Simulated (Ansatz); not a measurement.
The system is MnO2.

```
Mn O
1.0
     2.85658    0.00000    0.00000
    -1.42829    2.47387    0.00000
     0.00000    0.00000    4.60137
Mn O
1 2
Direct
  0.00000 0.00000 0.50000
  0.33333 0.66667 0.70629
  0.66667 0.33333 0.29371
```

Measurements of this composition are mostly on another form, of space group No. 136.

| Quantity | Value |
| --- | --- |
| Program | Ansatz 0.2.0 |
| Task | relaxation of cell and atoms |
| Functional | PBE0 |
| Potentials or basis | Ansatz PAW |
| Cutoff | 420 eV (not typed: the program's choice for these potentials) |
| k mesh | 6 × 6 × 4 |
| Occupations | fermi-dirac, width 0.05 eV |
| Spin | collinear spin, ferromagnetic start |
| Starting moments | [4.0, 0.0, 0.0] μB |

At the start: volume 10.84 Å³/atom.

Question: Where does the relaxation end?

Answer: It ends after 26 steps and the volume is 12.61 Å³/atom (+16.3 %); space group P-3m1 (No. 164, to 0.05 Å); moment 3.00 μB per cell.

Step by step:
| step | energy change (eV) | largest force (eV/Å) | volume (Å³) |
| --- | --- | --- | --- |
| 1 | 0.0000 | 0.4505 | 32.52 |
| 2 | -0.0127 | 0.0932 | 33.80 |
| 3 | -0.0144 | 0.0307 | 33.81 |
| 4 | -0.0145 | 0.0014 | 33.80 |
| 5 | -0.0231 | 0.0028 | 33.80 |
| 6 | -0.0230 | 0.0085 | 34.49 |
| 7 | -0.0210 | 0.0110 | 35.09 |
| 8 | -0.0211 | 0.0006 | 35.08 |
| 9 | -0.0284 | 0.0004 | 35.08 |
| 10 | -0.0275 | 0.0009 | 35.54 |
| 11 | -0.0257 | 0.0066 | 36.03 |
| 12 | -0.0304 | 0.0076 | 36.03 |
| 13 | -0.0292 | 0.0019 | 36.45 |
| 14 | -0.0283 | 0.0031 | 36.70 |
| 15 | -0.0311 | 0.0036 | 36.70 |
| 16 | -0.0302 | 0.0006 | 36.98 |
| 17 | -0.0295 | 0.0010 | 37.16 |
| 18 | -0.0315 | 0.0015 | 37.16 |
| 19 | -0.0310 | 0.0004 | 37.33 |
| 20 | -0.0304 | 0.0005 | 37.50 |
| 21 | -0.0316 | 0.0010 | 37.50 |
| 22 | -0.0308 | 0.0014 | 37.72 |
| 23 | -0.0317 | 0.0016 | 37.72 |
| 24 | -0.0312 | 0.0014 | 37.88 |
| 25 | -0.0314 | 0.0000 | 37.82 |
| 26 | -0.0318 | 0.0001 | 37.82 |

Final structure:
```xyz
3
Lattice="2.8457 0.0000 0.0000 -1.4229 2.4645 0.0000 0.0000 0.0000 5.3931" Properties=species:S:1:pos:R:3 pbc="T T T"
Mn    0.0000    0.0000    2.6966
O     0.0000    1.6430    3.6324
O     1.4229    0.8215    1.7607
```

Caveat: the k mesh is coarse (spacing up to 0.42 Å⁻¹), so the values aren't converged, least of all with exact exchange; the magnetic or orbital state may not be the lowest; the volume moved by over 15 % at a fixed basis, so the end points are rough; the plane-wave basis is chosen anew once the cell has moved, so the energies of steps on either side of that aren't comparable; the pressure holds a Pulay correction of +0.5 GPa for the finite cutoff; a cell with one magnetic atom can't hold antiferromagnetic order, which such compounds often take; the PAW data sets come from PBE, with cores solved anew for the run's functional, which leaves a small shift of forces and pressure.
